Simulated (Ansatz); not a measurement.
Te: how the energy converges with the cutoff

Te, P3_221, a = 4.447 Å, c = 5.915 Å. Ansatz: PBE, PAW, cutoff varied, Γ-centred 9×9×6 mesh on 3 atoms, Gaussian smearing 0.01 eV; no spin polarisation. Single points at one geometry, the cutoff alone changed; ΔE is the energy at zero smearing over the run at 600 eV (runs within 0.3 meV/atom of it are left out). The runs up to 350 eV lie under the cutoff recommended for these PAW datasets.

| cutoff (eV) | ΔE (meV/atom) |
| --- | --- |
| 200 | 7536.71 |
| 250 | 849.70 |
| 300 | 62.37 |
| 350 | 3.37 |
| 420 | ? |

Assume ΔE falls exponentially with the cutoff, fit y = ln ΔE against x, the cutoff in eV, to the other rows, and predict the missing value.

y = 8.928, 6.745, 4.133, 1.215. Means x = 275.0, y = 5.2553; Σ(Δx)² = 12500, ΣΔxΔy = -643.8; the slope is their ratio. y = 19.42 − 0.05150 x, a factor of ten per 45 eV. At 420 eV this gives ΔE = 0.11 meV/atom. The run gave 1.03, a ratio of 0.11. Between neighbouring rows the decay runs from a factor of ten per 39 eV to one per 136 eV, so one exponential is only a rough guide. The fast fall gives way to a slow tail, so a fit to low cutoffs promises convergence too early.